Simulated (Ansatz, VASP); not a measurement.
# PbS (Galena) in two plane-wave programs

One calculation is typed for both programs; each brings its own data sets and cutoff. How far apart do they land? The cell is taken from a series of VASP runs on this material, whose earlier steps may have relaxed, scaled or displaced it; both programs get it as it stands.

Program: Ansatz 0.2.0. Level of theory: plane waves, with VASP 6.6.1 beside it; relaxation of cell and atoms at LDA. Results are calculated unless marked as measured.

## 1. The structure

Symmetry: Fm-3m, No. 225, cubic system. The conventional cell has a = 5.844 Å, b = 5.844 Å, c = 5.844 Å, α = 90.00°, β = 90.00°, γ = 90.00°. Nearest to Pb lie 6 S at 2.92 Å. Nearest to S lie 6 Pb at 2.92 Å. Farther neighbours and most contacts between anions are not listed.

As a file:

```cif
data_structure
_symmetry_space_group_name_H-M 'Fm-3m'
_symmetry_Int_Tables_number 225
_cell_length_a 5.8437
_cell_length_b 5.8437
_cell_length_c 5.8437
_cell_angle_alpha 90.000
_cell_angle_beta 90.000
_cell_angle_gamma 90.000
_cell_volume 199.55
loop_
_atom_site_label
_atom_site_type_symbol
_atom_site_symmetry_multiplicity
_atom_site_Wyckoff_symbol
_atom_site_fract_x
_atom_site_fract_y
_atom_site_fract_z
_atom_site_occupancy
Pb1 Pb 4 a 0.00000 0.00000 0.00000 1
S1 S 4 b 0.50000 0.00000 0.00000 1
```

## 2. VASP: relaxation of cell and atoms, LDA

The relaxed volume is the usual yardstick between codes: its relative difference is about their pressure difference at one cell divided by the bulk modulus.

Lines of VASP's logs that name or quote its potential files are left out, and so is its time.

File INCAR:

```
SYSTEM = PbS
PREC = Accurate
ENCUT = 450
EDIFF = 1E-06
NELM = 100
ISMEAR = 0
SIGMA = 0.03
LREAL = .FALSE.
ALGO = Normal
GGA = CA
NBANDS = 16
LORBIT = 11
LWAVE = .FALSE.
LCHARG = .FALSE.
KPAR = 4
IBRION = 2
NSW = 50
ISIF = 3
EDIFFG = -0.006
```

File POSCAR:

```
PbS
1.0
    0.0000000000      2.9218276968      2.9218276968
    2.9218276968      0.0000000000      2.9218276968
    2.9218276968      2.9218276968      0.0000000000
Pb S
1 1
Direct
    0.0000000000      0.0000000000      0.0000000000
    0.5000000000      0.5000000000      0.5000000000
```

File KPOINTS:

```
Automatic mesh
0
Gamma
6 6 6
0 0 0
```

PAW data sets: Pb_d and S (LDA family, release 64).

Run with:

```console
$ mpirun -np 4 vasp_std
```

Numbers of over 12 decimals in the logs are rounded to 6 here.

Log:

```text
[banner, memory and clock lines left out]
running    4 mpi-ranks, on    1 nodes
 distrk:  each k-point on    1 cores,    4 groups
 distr:  one band on    1 cores,    1 groups

 POSCAR found type information on POSCAR PbS
 POSCAR found :  2 types and       2 ions
 LDA part: xc-table for (Slater(with rela. corr.)+CA(PZ))
 , standard interpolation
 POSCAR, INCAR and KPOINTS ok, starting setup
 FFT: planning ... GRIDC
 FFT: planning ... GRID_SOFT
 FFT: planning ... GRID
 WAVECAR not read
 entering main loop
       N       E                     dE             d eps       ncg     rms          rms(c)
DAV:   1     0.146680574376E+03    0.14668E+03   -0.91526E+03   512   0.120E+03
DAV:   2    -0.423532078033E+00   -0.14710E+03   -0.14242E+03   552   0.305E+02
DAV:   3    -0.102046828752E+02   -0.97812E+01   -0.97398E+01   704   0.846E+01
DAV:   4    -0.104140706035E+02   -0.20939E+00   -0.20934E+00   624   0.146E+01
DAV:   5    -0.104229657755E+02   -0.88952E-02   -0.88950E-02   768   0.259E+00    0.483E+00
DAV:   6    -0.100130186107E+02    0.40995E+00   -0.12546E+00   808   0.822E+00    0.343E+00
DAV:   7    -0.100054438662E+02    0.75747E-02   -0.10217E-01   672   0.171E+00    0.186E+00
DAV:   8    -0.100023342985E+02    0.31096E-02   -0.12526E-02   648   0.111E+00    0.196E-01
DAV:   9    -0.100018034725E+02    0.53083E-03   -0.34031E-03   800   0.446E-01    0.602E-02
DAV:  10    -0.100018122692E+02   -0.87967E-05   -0.25485E-04   672   0.952E-02    0.191E-02
DAV:  11    -0.100018117056E+02    0.56365E-06   -0.24894E-05   704   0.324E-02    0.824E-03
DAV:  12    -0.100018116024E+02    0.10315E-06   -0.25913E-06   592   0.251E-02
   1 F= -.10001812E+02 E0= -.10001602E+02  d E =-.100018E+02
 curvature:   0.00 expect dE= 0.000E+00 dE for cont linesearch  0.000E+00
 trial: gam= 0.00000 g(F)=  0.517E-61 g(S)=  0.115E-04 ort = 0.000E+00 (trialstep = 0.100E+01)
 search vector abs. value=  0.115E-04
 bond charge predicted
       N       E                     dE             d eps       ncg     rms          rms(c)
DAV:   1    -0.100019827184E+02   -0.17101E-03   -0.47169E-03   656   0.117E+00    0.798E-02
DAV:   2    -0.100018405388E+02    0.14218E-03   -0.30238E-04   680   0.291E-01    0.250E-02
DAV:   3    -0.100018201865E+02    0.20352E-04   -0.76278E-05   680   0.151E-01    0.636E-03
DAV:   4    -0.100018201934E+02   -0.69363E-08   -0.21659E-06   576   0.137E-02
   2 F= -.10001820E+02 E0= -.10001627E+02  d E =-.859096E-05
 ZBRENT: can't locate minimum, use default step
 trial-energy change:   -0.000009  1 .order   -0.000010   -0.000011   -0.000009
 step:   4.0000(harm=  5.5051)  dis= 0.00000  next Energy=   -10.001843 (dE=-0.316E-04)
 reached required accuracy - stopping structural energy minimisation
```

From OUTCAR (step 2):

```text
ion  position               nearest neighbor table
   1  0.000  0.000  0.000-   2 2.92   2 2.92   2 2.92   2 2.92   2 2.92   2 2.92
   2  0.500  0.500  0.500-   1 2.92   1 2.92   1 2.92   1 2.92   1 2.92   1 2.92

  LATTYP: Found a face centered cubic cell.
 ALAT       =     5.8436553936

 Subroutine GETGRP returns: Found 48 space group operations
 (whereof 48 operations were pure point group operations)

The static configuration has the point symmetry O_h .

 Found     16 irreducible k-points:

   k-points           NKPTS =     16   k-points in BZ     NKDIM =     16   number of bands    NBANDS=     16

   dimension x,y,z NGX =    30 NGY =   30 NGZ =   30
   dimension x,y,z NGXF=    60 NGYF=   60 NGZF=   60

   ENCUT  =  450.0 eV  33.07 Ry    5.75 a.u.   7.15  7.15  7.15*2*pi/ulx,y,z

   NELECT =      20.0000    total number of electrons

 k-points in reciprocal lattice and weights: Automatic mesh
   0.00000000  0.00000000  0.00000000       0.005
   0.16666667  0.00000000  0.00000000       0.037
   0.33333333  0.00000000  0.00000000       0.037
   0.50000000  0.00000000  0.00000000       0.019
   0.16666667  0.16666667  0.00000000       0.028
   0.33333333  0.16666667  0.00000000       0.111
   0.50000000  0.16666667  0.00000000       0.111
  -0.33333333  0.16666667  0.00000000       0.111
  -0.16666667  0.16666667  0.00000000       0.056
[...]
-0.33333333  0.33333333  0.16666667       0.111
  -0.33333333  0.50000000  0.16666667       0.056

 average (electrostatic) potential at core
       1 -91.1330       2 -85.6872

 E-fermi :   6.2636

 k-point     1 :       0.0000    0.0000    0.0000
  band No.  band energies     occupation
    ...
      6      -7.7939      2.00000
      7       0.1896      2.00000
      8       3.8015      2.00000
      9       3.8015      2.00000
     10       3.8015      2.00000
     11      11.3909      0.00000
     12      11.3909      0.00000
     13      11.3909      0.00000
     14      12.7236      0.00000
     15      12.7236      0.00000
    ...

 k-point     2 :       0.1667    0.0000    0.0000
  band No.  band energies     occupation
    ...
      6      -7.5379      2.00000
      7      -0.6785      2.00000
      8       3.8839      2.00000
      9       3.8839      2.00000
     10       4.4402      2.00000
     11       9.4859      0.00000
     12      10.1031      0.00000
     13      10.1031      0.00000
     14      12.6615      0.00000
     15      13.3574      0.00000
    ...

 k-point     3 :       0.3333    0.0000    0.0000
  band No.  band energies     occupation
    ...
      6      -6.8763      2.00000
      7      -2.1882      2.00000
      8       4.0982      2.00000
      9       4.0982      2.00000
     10       5.3904      2.00000
     11       7.5091      0.00000
     12       8.5583      0.00000
     13       8.5583      0.00000
     14      13.3779      0.00000
     15      14.7935      0.00000
    ...

  Total        0.0103121      0.0103121      0.0103121      0.0000000      0.0000000      0.0000000
  in kB        0.3308788      0.3308788      0.3308788      0.0000000      0.0000000      0.0000000
  external PRESSURE =       0.3308788 kB  Pullay stress =       0.0000000 kB

  energy-cutoff  :      450.00
  volume of cell :       49.93
      direct lattice vectors                 reciprocal lattice vectors
    -0.000000000  2.922715802  2.922715802    -0.171073766  0.171073766  0.171073766
     2.922715802  0.000000000  2.922715802     0.171073766 -0.171073766  0.171073766
     2.922715802  2.922715802  0.000000000     0.171073766  0.171073766 -0.171073766

 POSITION                                       TOTAL-FORCE (eV/Angst)
 -----------------------------------------------------------------------------------
      2.92272      0.00000      2.92272         0.000000      0.000000      0.000000
      2.92272      2.92272      2.92272        -0.000000      0.000000     -0.000000
 -----------------------------------------------------------------------------------
    total drift:                                0.000000      0.000000      0.000000

  FREE ENERGIE OF THE ION-ELECTRON SYSTEM (eV)
  ---------------------------------------------------
  free  energy   TOTEN  =       -10.0018201934 eV

  energy  without entropy=      -10.0014347644  energy(sigma->0) =      -10.00162748

 reached required accuracy - stopping structural energy minimisation

 total charge
# of ion       s       p       d       tot
------------------------------------------
    1        1.479   0.554   9.845  11.878
    2        1.354   2.322   0.000   3.676
--------------------------------------------------
tot          2.833   2.876   9.845  15.554

[... 3 further parts left out ...]
```

The gap is under twice the smearing width, so the edge states are partly filled and the run can't tell a small gap from a semimetal.

## 3. Ansatz: relaxation of cell and atoms, LDA

Ansatz runs on its default PAW (the set named soft_2) files.

The same cell, functional (in two slightly different forms), mesh and smearing now go to Ansatz, which takes its cutoff from its data sets.

File input.yaml:

```yaml
crystal:
  lattice:
    - [0.0, 2.9218276968, 2.9218276968]
    - [2.9218276968, 0.0, 2.9218276968]
    - [2.9218276968, 2.9218276968, 0.0]
  atoms:
    - { symbol: Pb, position: [0.0, 0.0, 0.0] }
    - { symbol: S, position: [0.5, 0.5, 0.5] }
hamiltonian:
  xc: lda
  pseudopotentials: { kind: paw }
kpoints:
  mp_grid: { grid: [6, 6, 6] }
scf:
  occupations: { method: gaussian, width: 0.03 }
relax:
  f_tol: 0.01
  max_steps: 60
  cell: { stress_tol: 0.05 }
output:
  forces: true
  stress: true
```

Run with:

```console
$ ansatz run input.yaml --threads 4 --pin off --max-ram 9216MiB --backend cpu --events-out ev --progress --plain --runs-dir out
```

Log:

```text
Engine: ansatz 0.2.0, x86_64-unknown-linux-gnu
Pseudopotentials: kind: paw
Pseudopotential: Pb, paw, valence charge 14, recommended cutoff 420 eV (normal), Pb.paw.azcp
Pseudopotential: S, paw, valence charge 6, recommended cutoff 420 eV (normal), S.paw.azcp
Functional definition: SPW92
  exchange = slater_x
  correlation = pw_c
Crystal: 2 atoms, lattice volume = 49.888 Å³
Basis set: ecut = 420 eV, 941 PW (Γ)
Bands: 14, of which v1, the nominal top of the filled ones, is band 10 counted from 1 (9 counted from 0)
Symmetry: 48 space group operations
Space group: Fm-3m (ITA 225), of the structure as read, at distance tolerance 3.7e-5 Å
k-points: 16 of 216
Non-local potential: Pb, projectors of the file, l = 0: 2, l = 1: 2, l = 2: 2, l = 3: 2
Non-local potential: S, projectors of the file, l = 0: 2, l = 1: 2, l = 2: 2
PAW form: soft (Blöchl's): semilocal exchange-correlation on the pseudo side does not see the compensation charge
PAW frozen core: Pb, regenerated for the run's functional, and the local potential with it (the file was generated under x = pbe(κ = 0.804, μ = 0.219515), c = pbe(β = 0.066725))
PAW frozen core: S, regenerated for the run's functional, and the local potential with it (the file was generated under x = pbe(κ = 0.804, μ = 0.219515), c = pbe(β = 0.066725))
PAW one-centre angular grid: Pb, 590 points (default); XC on 64 Gauss nodes
PAW one-centre angular grid: S, 110 points (default); XC on 64 Gauss nodes
Initial density: superposition of atomic densities (neutral atoms: chi_scale 0, normalization atom), corrected by the library's trained network
Initial wavefunctions: pseudopotential atomic-orbital guess
Functional: x = slater, c = lda
SCF iter   1: F=—  HF=-12472.966818 eV  |F-HF|=—  |Δ(HF+E_count)|=         —  Δρ=6.16e-3  dr2=2.74e-2  ethr=1.77e-3  ⟨swp⟩=6.4  Hψ=1361  notcnv=0
preconditioner: auto → Kerker (q_TF=auto, 2.343 Å⁻¹)  [metal: Δε(μ)=0.001 eV  Ē_g=15.445 eV  σ=0.030 eV  W_gap=0.01  n_scr=14 (ndim 8)  ℏωp=23.5 eV  f_vac=0.000  D(μ)=1.39/eV (n_scr^D=14)]
SCF iter   2: F=—  HF=-12472.959171 eV  |F-HF|=—  |Δ(HF+E_count)|=   7.65e-3  Δρ=3.06e-3  dr2=5.32e-3  ethr=1.37e-4  ⟨swp⟩=1.6  Hψ=377  notcnv=0
preconditioner: auto → none  [insulator: Δε(μ)=0.039 eV  Ē_g=15.456 eV  σ=0.030 eV  W_gap=0.65  n_scr=14 (ndim 8)  ℏωp=23.5 eV  f_vac=0.000  D(μ)=0.91/eV (n_scr^D=0)  ε∞_Penn≈3.3]
SCF iter   3: F=—  HF=-12472.957470 eV  |F-HF|=—  |Δ(HF+E_count)|=   1.70e-3  Δρ=4.62e-4  dr2=1.64e-4  ethr=2.66e-5  ⟨swp⟩=2.0  Hψ=379  notcnv=0
SCF iter   4: F=—  HF=-12472.957414 eV  |F-HF|=—  |Δ(HF+E_count)|=   5.55e-5  Δρ=1.41e-4  dr2=1.42e-5  ethr=8.18e-7  ⟨swp⟩=2.0  Hψ=376  notcnv=0
SCF iter   5: F=—  HF=-12472.957414 eV  |F-HF|=—  |Δ(HF+E_count)|=   8.36e-8  Δρ=2.75e-5  dr2=1.65e-7  ethr=7.09e-8  ⟨swp⟩=2.4  Hψ=380  notcnv=0
SCF iter   6: F=-12472.957414 eV  HF=-12472.957414 eV  |F-HF|=1.58e-9  |Δ(HF+E_count)|=   8.32e-8  Δρ=3.15e-6  dr2=3.29e-9  ethr=5.00e-10  ⟨swp⟩=4.0  Hψ=683  notcnv=0
SCF 1 converged in 6 iterations: F = -12472.957414 eV  dr2 = 3.29e-9
  greatest PAW one-centre occupation: 0.982 electrons in one spin orbital (limit 2), on the Pb atom at site 0 (counted from 0), in its partial waves of l = 2
relax step   1: F+E_penalty+E_count = -12472.95741403 eV  Δ(F+E_penalty+E_count) = +0.000e0 eV  max|allowed force component| = 8.908e-30 eV/Å  Δτ_max = 0.0000 Å  P = +0.001 GPa  Ω = 49.888 Å³  (6 SCF iters, dr2 threshold 1.00e-7 eV, accepted)
Initial density: handed on by an earlier stage of this run
Initial wavefunctions: pseudopotential atomic-orbital guess (no wavefunctions were taken with the density)
iter 1 solved again at ethr=2.93e-7 eV; its pass at ethr=3.10e-3 eV (dr2=5.86e-5 eV) is discarded
SCF iter   1: F=—  HF=-12472.957415 eV  |F-HF|=—  |Δ(HF+E_count)|=         —  Δρ=2.75e-6  dr2=2.68e-9  ethr=2.93e-7  ⟨swp⟩=3.3  Hψ=1975  notcnv=0
eigensolver tolerance schedule: the retry pair's looser diagonalisation over-reported the residual by 21844.65 of it (diagonalisation noise at an unbounded share of the residual, at the tolerance the schedule requests for it); recorded, not acted on — ethr = c·dr2/N_el stays at c = 1.0e-1
preconditioner: auto → none  [insulator: Δε(μ)=0.063 eV  Ē_g=15.465 eV  σ=0.030 eV  W_gap=0.86  n_scr=14 (ndim 8)  ℏωp=23.5 eV  f_vac=0.000  D(μ)=0.47/eV (n_scr^D=0)  ε∞_Penn≈3.3]
SCF iter   2: F=—  HF=-12472.957414 eV  |F-HF|=—  |Δ(HF+E_count)|=   1.17e-6  Δρ=1.39e-6  dr2=5.00e-10  ethr=1.34e-11  ⟨swp⟩=3.1  Hψ=501  notcnv=0
SCF iter   3: F=—  HF=-12472.957414 eV  |F-HF|=—  |Δ(HF+E_count)|=  4.55e-11  Δρ=3.30e-7  dr2=5.95e-11  ethr=2.50e-12  ⟨swp⟩=2.0  Hψ=336  notcnv=0
iter 4 did not close the SCF: its close was put off for the readings that it lacked (scf_convergence_deferred on its scf_iter line)
SCF iter   4: F=-12472.957414 eV  HF=-12472.957414 eV  |F-HF|=5.46e-12  |Δ(HF+E_count)|=  2.00e-11  Δρ=8.70e-8  dr2=4.28e-12  ethr=1.00e-12  ⟨swp⟩=1.9  Hψ=358  notcnv=0
iter 5 did not close the SCF: its close was put off for the readings that it lacked (scf_convergence_deferred on its scf_iter line)
SCF iter   5: F=-12472.957414 eV  HF=-12472.957414 eV  |F-HF|=3.64e-12  |Δ(HF+E_count)|=    0.00e0  Δρ=1.55e-8  dr2=6.40e-14  ethr=1.00e-12  ⟨swp⟩=1.0  Hψ=224  notcnv=0
iter 6 did not close the SCF: its close was put off for the readings that it lacked (scf_convergence_deferred on its scf_iter line)
SCF iter   6: F=-12472.957414 eV  HF=-12472.957414 eV  |F-HF|=1.09e-11  |Δ(HF+E_count)|=  5.46e-12  Δρ=4.60e-9  dr2=7.85e-15  ethr=1.00e-12  ⟨swp⟩=1.0  Hψ=224  notcnv=0
iter 7 did not close the SCF: its close was put off for the readings that it lacked (scf_convergence_deferred on its scf_iter line)
SCF iter   7: F=-12472.957414 eV  HF=-12472.957414 eV  |F-HF|=0.00e0  |Δ(HF+E_count)|=  3.64e-12  Δρ=9.45e-10  dr2=5.26e-16  ethr=1.00e-12  ⟨swp⟩=1.0  Hψ=224  notcnv=0
SCF iter   8: F=-12472.957414 eV  HF=-12472.957414 eV  |F-HF|=1.82e-12  |Δ(HF+E_count)|=  3.64e-12  Δρ=1.86e-10  dr2=9.55e-18  ethr=1.00e-12  ⟨swp⟩=2.1  Hψ=563  notcnv=0
SCF 2 converged in 8 iterations: F = -12472.957414 eV  dr2 = 9.55e-18
relax step   2: F+E_penalty+E_count = -12472.95741403 eV  Δ(F+E_penalty+E_count) = -8.895e-10 eV  max|allowed force component| = 1.210e-29 eV/Å  Δτ_max = 0.0000 Å  P = +0.001 GPa  Ω = 49.888 Å³  stress off target by 8.99e-4 GPa  SCF on the basis re-selected at this cell (its energy is not comparable with the rows above)  (8 SCF iters)
basis re-selected at this cell: Δ(F+E_penalty+E_count) = -8.895e-10 eV, ΔP = -0.000 GPa vs the last step (what re-selecting the basis moved, of the pressure what is left beyond the Pulay correction that the steps carried, after the strain that the cell walked since its last selection, with what the two solves' SCF thresholds leave and, on support functions, any second-order correction that the steps lacked; it is no  [...]
SCF converged after 8 iterations
Free energy (F): -12472.957414 eV
Harris-Foulkes:  -12472.957414 eV  (|F-HF|=1.82e-12)
Internal energy: -12472.957204 eV  (E = F + TS)
E sigma→0 (E₀):  -12472.957309 eV
Entropy (-TS):   -0.000210 eV (-0.105 meV/atom)
Fermi energy:    8.919337 eV
--- Per-component energies (eV) ---
  E_band       = -49.425248
  E_kinetic    = 395.391642
  E_local      = -1193.153911  (includes V_loc(G=0)·N_el)
  E_nonlocal   = 383.733675
  E_hartree    = 462.587826
  E_xc         = -316.384982
  E_vxc        = -222.368225  (∫ρ·V_xc dr)
  E_paw        = -10669.101090  (= ΣΔE_a)
  E_vpaw       = -338.204130  (= ΣTr[D̂ρ^β])
  E_aug_tail   = 0.000046  (compensation charges beyond the density's cutoff)
  E_ewald      = -1536.105896
  E_core_change = 0.075484  (= ΣΔE_core)
  E_smearing   = -0.000210  (= −TS)
  E_closure    = 0.000000  (closes the sum)
  Σ components = -12472.957414   (vs F -12472.957414, Δ=0.00e0)
--- Forces (eV/Å), atoms counted from 1 ---
  atom   1  Pb    -0.00000000    -0.00000000    -0.00000000
  atom   2  S      0.00000000    -0.00000000    -0.00000000
  max |Σ_I F_I| component: 2.00e-29 eV/Å
--- Stress (GPa, compression-positive) ---
        0.000899       0.000000       0.000000
        0.000000       0.000899       0.000000
        0.000000      -0.000000       0.000899
  P = ⅓ Tr σ = 0.0009 GPa (0.009 kbar)
--- Relaxed structure (1 steps of the walk, 1 accepted, 1 SCFs on fresh bases) ---
  F+E_penalty+E_count = -12472.95741403 eV   max|allowed force component| = 1.210e-29 eV/Å   (the final SCF, on the basis selected at the relaxed cell)
  cell:  # Å, volume = 49.8877 Å³
    - [0.0, 2.9218276968, 2.9218276968]
    - [2.9218276968, 0.0, 2.9218276968]
    - [2.9218276968, 2.9218276968, 0.0]
  atoms:
    - { symbol: Pb, position: [0.0, 0.0, 0.0] }
    - { symbol: S, position: [0.500000, 0.500000, 0.500000] }
```

It took 2 s on 4 threads of Intel Xeon Platinum 8375C at 2.90GHz (Ice Lake), shared host; peak memory 0.35 GiB; 3 s of CPU time.

## 4. Differences

Known differences besides the potentials themselves: the two LDA forms differ slightly; both relaxations stop at a tolerance, which leaves soft axes loose, and VASP keeps its plane-wave basis; the cutoff is 420 eV in Ansatz and 450 eV in VASP; VASP's log shows a relativistic correction to its local exchange, Ansatz's none; Ansatz adds a Pulay correction to the stress that steers its cell, VASP none. Total energies have different zeros and are not compared.

The two programs side by side:

| quantity | Ansatz | VASP | difference |
| --- | --- | --- | --- |
| volume (Å³) | 49.89 | 49.93 | -0.09 % |
| edge a after relaxation, in the typed setting (Å) | 4.132 | 4.133 | -0.03 % |

The walks stopped with 0.00 GPa left in Ansatz and 0.03 GPa in VASP; each walk ends within a tolerance, so the volume difference is uncertain by about these residues over the bulk modulus, most in soft cells.

## 5. Outcome

```yaml
difference_in_volume_relaxation_of_cell_and_atoms_lda: -0.091 %
```

**Reading.** The difference in volume is -0.091 % (relaxation of cell and atoms, LDA), within the 1.2 % picked in this series as the mark of a large difference, as far as the stopping tolerances let one tell. 1 further run of this series is not shown here. How closely two codes agree says nothing of how well the functional describes the real material.

[Lines on the potential files, build, host, timing and source positions are cut from VASP's logs without a mark.]

[Logs are printed without paths, hosts, clocks, repeated set-up lines and the standing remarks that a program may print on its own settings, such as how far it seeks lower states.]

[Hosts, paths, dates, database ids (printed as entryN), source tags and the programs' standing remarks are cut or masked in the printed files.]
